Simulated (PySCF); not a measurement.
# CHF$_{3}$: calculation and literature

Geometry:
```json
{"atom": "F1", "x (Å)": "-0.816", "y (Å)": "-0.904", "z (Å)": "-0.499"}
{"atom": "C2", "x (Å)": "0.091", "y (Å)": "-0.061", "z (Å)": "-0.008"}
{"atom": "F3", "x (Å)": "1.263", "y (Å)": "-0.319", "z (Å)": "-0.585"}
{"atom": "F4", "x (Å)": "-0.271", "y (Å)": "1.180", "z (Å)": "-0.324"}
{"atom": "H5", "x (Å)": "0.166", "y (Å)": "-0.173", "z (Å)": "1.076"}
```

Published values to compare with: δ ¹³C C2 126.7 ppm (measured; gas or nonpolar solvent (not told per row); T. W. Keal, PhD thesis, Durham 2005).
σ ¹⁹F F1/F3/F4 273.7 ppm (measured; gas, 300 K; M. E. Harding, PhD thesis, Mainz 2008 (Harding, Lenhart, Auer, Gauss, JCP 2008, 128, 244111)).
σ ¹³C C2 68.7; σ ¹⁹F F1/F3/F4 274.0; σ ¹H H5 24.58 ppm (measured; gas, zero density; Jackowski, Slowinski, Molecules 2023, 28, 1499).
δ ¹⁹F F1/F3/F4 -78.3 ppm (measured; G. Saielli, R. Bini, A. Bagno, Computational 19F NMR. 2. Organic compounds, RSC Adv. 2014, ESI (exp. from Berger-Braun-Kalinowski 1994 and Everett 1995)).
σ ¹⁹F F1/F3/F4 284.5 ppm (CCSD(T)/13s9p4d3f; gas (isolated, no vibration); M. E. Harding, PhD thesis, Mainz 2008 (Harding, Lenhart, Auer, Gauss, JCP 2008, 128, 244111)).
σ ¹⁹F F1/F3/F4 275.2 ppm (CCSD(T)/13s9p4d3f + vibration and temperature (MP2); gas, 300 K; M. E. Harding, PhD thesis, Mainz 2008 (Harding, Lenhart, Auer, Gauss, JCP 2008, 128, 244111)). Coupling constants: ¹J(C2,H5) 235.6 Hz, ¹J(C2,F4) -272.3 Hz, ²J(F4,H5) 79.9 Hz, ¹J(C2,H5) 239.1 Hz.

[PySCF 2.14: coordinates at the PBE0-D3(BJ)/def2-TZVP level; shielding tensors at B97-2/pcSseg-2 (GIAO); B3LYP/pcJ-2 coupling constants; one conformer; no relativistic terms; no solvent model; equivalent nuclei averaged]

Problem. What does the calculation give, and how does it compare?

Solution. 
Reference values: measured (gas or nonpolar solvent (not told per row); T. W. Keal, PhD thesis, Durham 2005).
```tsv
atoms	quantity	reference	computed
C2	δ ¹³C vs CH4	126.7	131.6
```

Reference values: measured (gas, 300 K; M. E. Harding, PhD thesis, Mainz 2008 (Harding, Lenhart, Auer, Gauss, JCP 2008, 128, 244111)).
```tsv
atoms	quantity	reference	computed
F1/F3/F4	σ ¹⁹F	273.7	265.0
```

Reference values: measured (gas, zero density; Jackowski, Slowinski, Molecules 2023, 28, 1499).
| atoms | quantity | reference | computed |
| --- | --- | --- | --- |
| C2 | σ ¹³C | 68.7 | 58.5 |
| F1/F3/F4 | σ ¹⁹F | 274.0 | 265.0 |
| H5 | σ ¹H | 24.58 | 25.16 |

Reference values: measured (G. Saielli, R. Bini, A. Bagno, Computational 19F NMR. 2. Organic compounds, RSC Adv. 2014, ESI (exp. from Berger-Braun-Kalinowski 1994 and Everett 1995)).
```
   atoms        quantity  reference  computed  computed, scaled
F1/F3/F4  δ ¹⁹F vs CFCl3      -78.3     -89.0             -78.9
```

Reference values: CCSD(T)/13s9p4d3f (gas (isolated, no vibration); M. E. Harding, PhD thesis, Mainz 2008 (Harding, Lenhart, Auer, Gauss, JCP 2008, 128, 244111)).
```json
{"atoms": "F1/F3/F4", "quantity": "σ ¹⁹F", "reference": "284.5", "computed": "265.0"}
```

Reference values: CCSD(T)/13s9p4d3f + vibration and temperature (MP2) (gas, 300 K; M. E. Harding, PhD thesis, Mainz 2008 (Harding, Lenhart, Auer, Gauss, JCP 2008, 128, 244111)).
```
   atoms  quantity  reference  computed
F1/F3/F4     σ ¹⁹F      275.2     265.0
```

Absolute shieldings are compared as such; zero-point and thermal motion, absent here, lowers them by some tenths of a ppm for H, a few ppm for C and up to about 10 ppm for F.

Computed shifts are σ(ref) − σ with the named reference compound (TMS for H and C) calculated as an isolated molecule at the same level. The measured values may be among those fitted. Expected solution values come from regression of measured δ (H and C: mostly CDCl3, vs TMS) on computed σ: ¹³C: δ = 176.83 − 0.965σ (rms 2.0 ppm, 507 shifts, 2.1 ppm with the 1 outlier that the fit left out); ¹⁹F: δ = 160.24 − 0.938σ +9.4 on sp3 carbon (rms 4.8 ppm, 130 shifts, 5.6 ppm with the 3 outliers that the fit left out vs CFCl3, solution or neat liquid). A few per cent of atoms miss by over 2 rms, more outside the fitted compound classes.

Coupling constants in Hz:
| coupling | reference | computed | source |
| --- | --- | --- | --- |
| ¹J(C2,H5) | 235.6 | 243.8 | measured; gas, zero-density limit; Jackowski, Slowinski, Molecules 2023, 28, 1499 |
| ¹J(C2,F4) | -272.3 | -352.3 | measured; gas, zero-density limit; Jackowski, Slowinski, Molecules 2023, 28, 1499 |
| ²J(F4,H5) | 79.9 | 89.5 | measured; gas, zero-density limit; Jackowski, Slowinski, Molecules 2023, 28, 1499 |
| ¹J(C2,H5) | 239.1 | 243.8 | measured; liquid or solution (compiled); San Fabian, Garcia de la Vega, Suardiaz et al., Magn. Reson. Chem. 2013, 51, 775 (SI) |

Problem. How far are the unscaled ¹⁹F shieldings from the references?

Solution. Mean signed difference -11.85 ppm, mean absolute 11.85 ppm over 4 comparisons; the largest is -19.5 ppm at F1/F3/F4 (fluorine of a CF3 group).

12 of the 15 published NMR values on file for this molecule are compared. The rest: other calculations.

Common functionals overestimate the size of one-bond C–F couplings by tens of Hz; these are unscaled.
